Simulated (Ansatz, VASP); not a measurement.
Ba in VASP and in Ansatz

File INCAR:

```
SYSTEM = Ba
  ALGO = Normal
  EDIFF = 1E-6
  ENCUT = 520
  GGA = RP
  ISIF = 2
  ISMEAR = 0
  LASPH = .TRUE.
  LCHARG = .TRUE.
  LELF = .TRUE.
  LREAL = .FALSE.
  LVHAR = .TRUE.
  LWAVE = .FALSE.
  NBANDS = 11
  NELM = 60
  PREC = Accurate
  SIGMA = 0.1
```

KPOINTS

```
k-points
0
G
  7 7 7
  0 0 0
```

The input POSCAR:

```
Ba
1.0
    0.0000000000      3.2326650028      3.2326650028
    3.2326650028      0.0000000000      3.2326650028
    3.2326650028      3.2326650028      0.0000000000
Ba
1
Direct
    0.0000000000      0.0000000000      0.0000000000
```

Contents of input.yaml:

```yaml
crystal:
  lattice:
    - [0.0, 3.2326650028, 3.2326650028]
    - [3.2326650028, 0.0, 3.2326650028]
    - [3.2326650028, 3.2326650028, 0.0]
  atoms:
    - { symbol: Ba, position: [0.0, 0.0, 0.0] }
kpoints:
  mp_grid: { grid: [7, 7, 7] }
scf:
  occupations: { method: gaussian, width: 0.1 }
hamiltonian:
  xc: rpbe
  pseudopotentials: { kind: all_electron, lapw: { basis_error: 0.001 } }
output:
  forces: true
  stress: true
  eigenvalues: true
```

This isn't the form of Ba at room conditions, which is bcc.

Alike in both runs: task single point; functional RPBE; k mesh 7 × 7 × 7; occupations gaussian, width 0.1 eV; no spin polarisation.

|  | VASP | Ansatz |
| --- | --- | --- |
| version | VASP 6.6.1 | Ansatz 0.2.0 |
| potentials or method | VASP PAW PBE potentials, release 64 (Ba_sv) | all-electron LAPW, scalar-relativistic |
| plane-wave cutoff (eV) | 520 | see its input |

```csv
,VASP,Ansatz,Ansatz less VASP
gap on the k mesh at the Fermi level (eV),none,none,-
pressure (GPa),0.3,0.3,-0.03
```

A gap of «none» marks a metal or a gap that the smearing closes. Ansatz ran all-electron here, so the differences hold the error of VASP's frozen core and of both bases.

Caveats: the PAW data sets were made with another functional, which shifts forces and pressure a little (VASP). The runs have no spin-orbit coupling, so splittings on Ba are missing.
